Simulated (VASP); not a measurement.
A run of VASP 6.6.1 is set up as follows.

File INCAR:

```
PREC     = Accurate       # precision mode
ENCUT    = 520            # plane-wave cutoff, eV
EDIFF    = 1E-8           # SCF threshold, eV
ISMEAR   = 0              # smearing method
SIGMA    = 0.02           # smearing width, eV
LREAL    = False          # projectors in reciprocal space
LASPH    = True           # aspherical terms in the spheres
NELM     = 60             # most SCF steps
ALGO     = Normal         # electronic algorithm
ISIF     = 2              # what is computed and relaxed
LWAVE    = False          # write WAVECAR
LCHARG   = False          # write CHGCAR
GGA      = PS             # functional
LEFG     = True
```

KPOINTS

```
regular mesh
0
Gamma
  5 5 8
```

Contents of POSCAR:

```
La2O3
1.0
    6.2667802772      0.0000000000      0.0000000000
   -3.1333901386      5.4271909200      0.0000000000
    0.0000000000      0.0000000000      3.2997660000
La O
2 3
Direct
    0.6666666667      0.3333333333      0.5000000000
    0.3333333333      0.6666666667      0.5000000000
    0.5080139900      0.0000000000      0.0000000000
    0.0000000000      0.5080139900      0.0000000000
    0.4919860100      0.4919860100      0.0000000000
```

Potentials or basis: VASP PAW PBE potentials, release 64 (La, O).

Launch:

```console
$ cat potpaw_PBE.64/La/POTCAR potpaw_PBE.64/O/POTCAR > POTCAR
$ mpirun -np 1 vasp_std > vasp.out
```

Task: Estimate the band gap on the k mesh.

Result: 1.46 eV, indirect (least direct gap 1.98 eV).

Task: What does it give for the pressure?

Result: -1.2 GPa.

Forces on the atoms (eV/Å):
```
La   0.000  0.000  0.000
La   0.000  0.000  0.000
O   -0.062  0.000  0.000
O    0.031 -0.054  0.000
O    0.031  0.054  0.000
```

Caveat: the PAW data sets were made with another functional, which shifts forces and pressure a little; spin-orbit coupling is left out, which moves the levels of the heavy elements; an odd mesh through Γ misses points on the zone boundary, where band edges often lie.
